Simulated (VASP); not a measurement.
Wanted: the native input for a VASP 6.6.1 run.

```
Task                   : work function
Functional             : PBE
Potentials or basis    : VASP PAW PBE potentials, release 64 (B, As)
Cutoff                 : 520 eV
k mesh                 : 12 × 12 × 1
Occupations            : gaussian, width 0.03 eV
Spin                   : no spin polarisation
Dipole correction      : yes
Further INCAR settings : ALGO = Fast; EDIFF = 1e-06
```

The structure of BAs lies in POSCAR:

```
BAs                                     
1.0
    3.3671283925      0.0000000000      0.0000000000
   -1.6835641963      2.9160187210      0.0000000000
    0.0000000000      0.0000000000     16.0000000000
  B               As            
     1     1
Direct
     0.3333330000000032    0.6666669999999968    0.5000000000000000
     0.6666669999999968    0.3333330000000032    0.5000000000000000
```

The cell was built by a generator and needn't be a form met in nature.

The input as run:

INCAR

```
SYSTEM = BAs
ALGO = Fast
DIPOL = 0.5 0.5 0.500
EDIFF = 1E-6
ENCUT = 520
GGA = PE
IDIPOL = 3
ISIF = 2
ISMEAR = 0
KPAR = 4
LASPH = .TRUE.
LCHARG = .TRUE.
LDIPOL = .TRUE.
LREAL = .FALSE.
LVACPOTAV = .TRUE.
LVHAR = .TRUE.
LWAVE = .FALSE.
NELM = 80
PREC = Accurate
SIGMA = 0.03
```

KPOINTS

```
k-points
0
G
  12 12 1
  0 0 0
```

Potentials or basis: VASP PAW PBE potentials, release 64 (B, As).

The run is started by

```console
$ cat potpaw_PBE.64/B/POTCAR potpaw_PBE.64/As/POTCAR > POTCAR
$ mpirun -np 4 vasp_std > vasp.out
```

It gave:

| Item | Value |
| --- | --- |
| Band gap on the k mesh | 0.74 eV, direct |
| Ionisation potential of the upper face | 4.88 eV |

Wall time 52 s on 4 MPI ranks on Intel(R) Xeon(R) Platinum 8488C (Sapphire Rapids), with other jobs on the host, peak memory 0.29 GiB a rank.
